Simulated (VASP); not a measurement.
Set up this calculation in VASP 6.6.1, as the native input.

| Item | Value |
| --- | --- |
| Task | single point |
| Functional | LDA |
| Potentials or basis | VASP PAW LDA potentials, release 64 (Mo_sv) |
| Cutoff | 520 eV |
| k mesh | 8 × 8 × 8 |
| Occupations | methfessel-paxton, width 0.1 eV |
| Spin | no spin polarisation |
| Dipole correction | no |
| Further INCAR settings | ALGO = Fast; EDIFF = 1e-06; NBANDS = 28 |

The structure of Mo lies in POSCAR:

```
Mo
1.0
   -1.5734150000      1.5734150000      1.5734150000
    1.5734150000     -1.5734150000      1.5734150000
    4.7202450000      4.7202450000     -2.3601225000
Mo
3
Direct
    0.0000000000      0.0000000000      0.0000000000
   -0.2500000000     -0.2500000000      0.3333333333
   -0.5000000000     -0.5000000000      0.6666666667
```

This isn't the form of Mo at room conditions, which is bcc.

These files were run (other wordings do the same):

INCAR

```
PREC = Accurate
ENCUT = 520
EDIFF = 1E-6
ISMEAR = 1
SIGMA = 0.1
LREAL = F
LASPH = T
NELM = 100
ALGO = Fast
ISIF = 2
LWAVE = F
LCHARG = F
NBANDS = 28
```

KPOINTS

```
Automatic mesh
0
Gamma
  8 8 8
```

Potentials or basis: VASP PAW LDA potentials, release 64 (Mo_sv).

Run with:

```console
$ cat potpaw_LDA.64/Mo_sv/POTCAR > POTCAR
$ mpirun -np 1 vasp_std > vasp.out
```

It gave:

The pressure is -2.7 GPa and the largest force is 2.170 eV/Å. The band gap on the k mesh is none (metal or under the smearing width).

Caveat: forces of over 1 eV/Å show positions far from the minimum, so gaps and moduli don't describe the material at rest.

Run time: 2.6 min on 1 thread of AMD EPYC 7R13 Processor (Zen 3) (shared host), peak memory 0.21 GiB.
